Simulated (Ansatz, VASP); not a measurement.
## BeTe in VASP and in Ansatz

Contents of INCAR:

```
PREC = Accurate
ENCUT = 520
EDIFF = 1E-7
ISMEAR = 0
SIGMA = 0.02
LREAL = False
LASPH = True
NELM = 80
ALGO = Normal
ISIF = 2
LWAVE = False
LCHARG = True
GGA = PE
LELF = True
LVHAR = True
NBANDS = 11
```

Contents of KPOINTS:

```
regular mesh
0
Gamma
  8 8 8
```

The input POSCAR:

```
BeTe
1.0
    0.0000000000      2.7137398221      2.7137398221
    2.7137398221      0.0000000000      2.7137398221
    2.7137398221      2.7137398221      0.0000000000
Be Te
1 1
Direct
    0.0000000000      0.0000000000      0.0000000000
    0.2500000000      0.2500000000      0.2500000000
```

Input for Ansatz:

```yaml
crystal:
  lattice:
    - [0.0, 2.7137398221, 2.7137398221]
    - [2.7137398221, 0.0, 2.7137398221]
    - [2.7137398221, 2.7137398221, 0.0]
  atoms:
    - { symbol: Be, position: [0.0, 0.0, 0.0] }
    - { symbol: Te, position: [0.25, 0.25, 0.25] }
basis:
  ecutwfc: 420
kpoints:
  mp_grid: { grid: [8, 8, 8] }
hamiltonian:
  xc: pbe
scf:
  occupations: { method: gaussian, width: 0.02 }
output:
  forces: true
  stress: true
  eigenvalues: true
```

Alike in both runs: task single point; functional PBE; k mesh 8 × 8 × 8; occupations gaussian, width 0.02 eV; no spin polarisation.

|  | VASP | Ansatz |
| --- | --- | --- |
| version | VASP 6.6.1 | Ansatz 0.2.0 |
| potentials or method | VASP PAW PBE potentials, release 64 (Be, Te) | scalar-relativistic, plane waves, PAW |
| plane-wave cutoff (eV) | 520 | 420 |
| valence electrons in the cell | 8 | 18 |

VASP gave:

```
gap on the k mesh at the Fermi level (eV) : 1.68
least direct gap on the mesh (eV)         : 3.50
pressure (GPa)                            : 9.5
```

Q: Estimate Ansatz's values.

A: gap on the k mesh at the Fermi level (eV): 1.70; least direct gap on the mesh (eV): 3.52; pressure (GPa): 9.3.

The two sets of potentials don't hold the same shells in valence.

Caveats: spin-orbit coupling is left out, which moves the levels of the heavy elements. As with any semilocal functional, this PBE gap is likely too small. A k mesh can miss the band edges.
